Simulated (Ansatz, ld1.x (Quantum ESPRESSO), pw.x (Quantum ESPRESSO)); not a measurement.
**iron (Fe): does the PAW potential hold in the solid?**

| Quantity | Value |
| --- | --- |
| Element | iron (Fe) |
| Generator | ld1.x (Quantum ESPRESSO) 7.5 |
| Type | PAW |
| Functional | PBE |
| Relativity | scalar-relativistic |
| Frozen core | [Ne] |
| Valence charge | 16 |
| Reference configuration | 3s2 3p6 3d6 4s2 4p0 |
| Partial waves | 3s (bound): rcut 1.10, rcutus 1.25 bohr; 4s (bound): rcut 1.10, rcutus 1.25 bohr; 3p (bound): rcut 1.20, rcutus 1.30 bohr; 4p (bound, empty): rcut 1.20, rcutus 1.30 bohr; 3d (bound): rcut 1.50, rcutus 2.05 bohr; 3d channel at 5.95 Ry: rcut 1.50, rcutus 2.05 bohr |
| Local potential | all-electron potential smoothed inside 1.65 bohr (lloc = -2) |
| Core correction | Bessel-smoothed model core inside 1.05 bohr |
| Augmentation charge | PSQ, inside the norm-conserving radii |

Atomic tests: cutoffs needed: 50 Ry and 90 Ry (the cutoffs (Ry, on a coarse ladder) from which the occupation-weighted sum of valence levels, in a spherical-Bessel basis at the reference potential, stays within 10 and 1 mRy of its value at 400 Ry); ghost test: no extra level below or beside the all-electron valence levels (s, p, d, f tested) (spherical-Bessel basis up to 400 Ry, 20 bohr box); largest excitation error: -49 meV (all-electron minus pseudo) for 3s2 3p6 3d5 4s0 4p0, out of 7 test configurations.

Crystal test: fcc Fe in pw.x 7.5, no spin, 16³ k-points, Fermi–Dirac smearing 0.01 Ry, cutoffs 110/880 Ry. The reference is all-electron LAPW (Ansatz 0.2.0) with the same functional, mesh and smearing; V0 and B0 come from Birch–Murnaghan fits to the pressures at five volumes. Errors are pseudo minus all-electron; Δ is the rms difference of the E(V) curves that follow from these fits, minima aligned, over ±6 % about the mean V0. Mesh and smearing are coarse, so the numbers serve the comparison and aren't converged zero-temperature values; the lattice is a test structure that the element need not adopt. Spin polarisation and strong correlation are left out, which matters for this element.

```json
{"V (Å³/atom)": "9.765", "P all-electron (GPa)": "16.73", "P pseudo (GPa)": "24.84"}
{"V (Å³/atom)": "10.022", "P all-electron (GPa)": "8.01", "P pseudo (GPa)": "15.33"}
{"V (Å³/atom)": "10.279", "P all-electron (GPa)": "0.43", "P pseudo (GPa)": "7.11"}
{"V (Å³/atom)": "10.536", "P all-electron (GPa)": "-6.15", "P pseudo (GPa)": "-0.04"}
{"V (Å³/atom)": "10.793", "P all-electron (GPa)": "-11.87", "P pseudo (GPa)": "-6.27"}
```

All-electron: a0 = 3.453 Å (V0 = 10.29 Å³/atom), B0 = 280.2 GPa.

Pseudopotential: mean pressure error (GPa): +6.77; a0 (Å): 3.480; a0 error (%): +0.77; B0 error (%): -2.4; Δ (meV/atom): 14.6. This is a poor potential for the solid.

Problem. At the middle volume, how do free energy and pressure move when the wave cutoff is lowered (ecutrho held at 880 Ry)?

Solution.

```csv
cutoff (Ry),shift of F (meV/atom),shift of P (GPa)
50,+359.9,-11.56
66,+80.6,-4.78
88,+5.5,+0.04
```

The run at the middle volume (145 k-points, 10 iterations) took about 43 s on one core of a shared host (Neoverse-V2, 96 threads, 742 GiB, load 35).
